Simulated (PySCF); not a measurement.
Isomers of C4H9N.

All values: CAM-B3LYP/def2-SVPD (PySCF) at PBE0-D3(BJ)/def2-SVP geometries, gas phase, one conformer each. Core orbitals are frozen in the response; Δα² is half the sum of the squared differences of the principal polarisabilities.

Question: Rank by polarisability anisotropy Δα, lowest first.
A. `[CH2:1]1[CH2:2][CH2:3][NH:4][CH2:5]1` with C5–C1–C2–C3 4°, C1–C2–C3–N4 -25°, C2–C3–N4–C5 38°, C3–N4–C5–C1 -35°
B. `[CH2:1]=[N:2][CH2:3][CH2:4][CH3:5]` with C1–N2–C3–C4 -125°, N2–C3–C4–C5 65°
C. `[CH3:1]/[CH:2]=[N:3]/[CH2:4][CH3:5]` with C2–N3–C4–C5 120°
D. `[CH3:1][NH:2][CH:3]1[CH2:4][CH2:5]1` with C1–N2–C3–C4 -87°
E. `[CH3:1][CH2:2]/[CH:3]=[N:4]\[CH3:5]` with C1–C2–C3–N4 -127°

Answer: A (1.02 Å³), D (1.79 Å³), B (2.53 Å³), E (3.77 Å³), C (3.99 Å³).

Question: Rank by mean static polarisability, lowest first.
A. `[CH3:1][CH2:2]/[CH:3]=[N:4]\[CH3:5]` with C1–C2–C3–N4 -127°
B. `[CH3:1]/[CH:2]=[N:3]/[CH2:4][CH3:5]` with C2–N3–C4–C5 120°
C. `[CH2:1]1[CH2:2][CH2:3][NH:4][CH2:5]1` with C5–C1–C2–C3 4°, C1–C2–C3–N4 -25°, C2–C3–N4–C5 38°, C3–N4–C5–C1 -35°
D. `C=CN(C)C`
E. `[H]/[N:5]=[CH:4]\[CH2:3][CH2:2][CH3:1]` with C1–C2–C3–C4 65°, C2–C3–C4–N5 -125°

Answer: C (8.13 Å³), E (8.54 Å³), A (8.82 Å³), B (9.05 Å³), D (9.28 Å³).

Question: Rank by HOMO–LUMO gap, highest first.
A. `[H]/[N:5]=[CH:4]\[CH2:3][CH2:2][CH3:1]` with C1–C2–C3–C4 65°, C2–C3–C4–N5 -125°
B. `[CH3:1][NH:2][CH:3]1[CH2:4][CH2:5]1` with C1–N2–C3–C4 -87°
C. `C=CN(C)C`
D. `[CH3:1]/[CH:2]=[N:3]/[CH2:4][CH3:5]` with C2–N3–C4–C5 120°

Answer: A (9.92 eV), D (9.76 eV), B (9.45 eV), C (8.18 eV).

All values together:

```
     SMILES  μ (D)  HOMO (eV)  LUMO (eV)  α (Å³)  Δα (Å³)  ΔSCF removal energy (eV)
   C/C=N/CC   1.51      -8.61       1.14    9.05     3.99                      9.39
    NCC1CC1   1.18      -8.34       1.50    8.36     1.63                      9.42
    C1CCNC1   1.34      -8.04       1.32    8.13     1.02                      8.94
[H]/N=C\CCC   2.74      -8.96       0.96    8.54     1.99                         –
   C=CN(C)C   1.63      -6.89       1.29    9.28     4.11                      7.64
     C=NCCC   1.43      -8.75       0.75    8.75     2.53                         –
    CNC1CC1   0.94      -7.89       1.56    8.44     1.79                      8.77
   CC/C=N\C   2.10      -8.27       1.07    8.82     3.77                      9.10
```

Conformers: `[CH3:1]/[CH:2]=[N:3]/[CH2:4][CH3:5]` with C2–N3–C4–C5 120°; `[NH2:1][CH2:2][CH:3]1[CH2:4][CH2:5]1` with H–N1–C2–C3 -62° and 180°, N1–C2–C3–C4 157°; `[CH2:1]1[CH2:2][CH2:3][NH:4][CH2:5]1` with C5–C1–C2–C3 4°, C1–C2–C3–N4 -25°, C2–C3–N4–C5 38°, C3–N4–C5–C1 -35°; `[H]/[N:5]=[CH:4]\[CH2:3][CH2:2][CH3:1]` with C1–C2–C3–C4 65°, C2–C3–C4–N5 -125°; `[CH2:1]=[N:2][CH2:3][CH2:4][CH3:5]` with C1–N2–C3–C4 -125°, N2–C3–C4–C5 65°; `[CH3:1][NH:2][CH:3]1[CH2:4][CH2:5]1` with C1–N2–C3–C4 -87°; `[CH3:1][CH2:2]/[CH:3]=[N:4]\[CH3:5]` with C1–C2–C3–N4 -127°.

A dash marks a removal energy that wasn't run or isn't settled.

Question: By how much does the ΔSCF value exceed −ε(HOMO) over the species that have both?

Answer: By 0.75 to 1.07 eV, 0.87 eV on average, over 6 species.
